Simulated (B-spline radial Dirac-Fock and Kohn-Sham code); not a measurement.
**Binding energies of Hg²⁺ in different valence configurations**

Model: Dirac-Fock energy differences between relaxed states, corrected for Breit and QED terms. Program: a radial atomic solver. Correlation and solid-state effects are left out.

Reference: the tabulated ground configuration [Xe] 4f14 5d10, with 1s 83125.1 eV, 2s 14877.1 eV, 3p1/2 3311.7 eV, 4p3/2 609.0 eV, 4f7/2 125.1 eV, 5p1/2 111.7 eV, Kα1 70814.2 eV, Kβ1 80244.6 eV.

**Question.** One of these configurations gives the following shifts from the reference, in eV: average energy +6.34, 1s +4.61, 2s +4.87, 3p1/2 +4.80, 4p3/2 +4.71, 4f7/2 +4.65, 5p1/2 +3.69, Kα1 -0.24, Kβ1 -0.17. Which?
A. [Xe] 4f14 5d9 6s1
B. [Xe] 4f14 5d9 6p1

**Answer.** A. The others give [Xe] 4f14 5d9 6p1: 1s +6.39.

Values without a named source are computed, but for edge energies of neutral atoms, which are taken from tables.
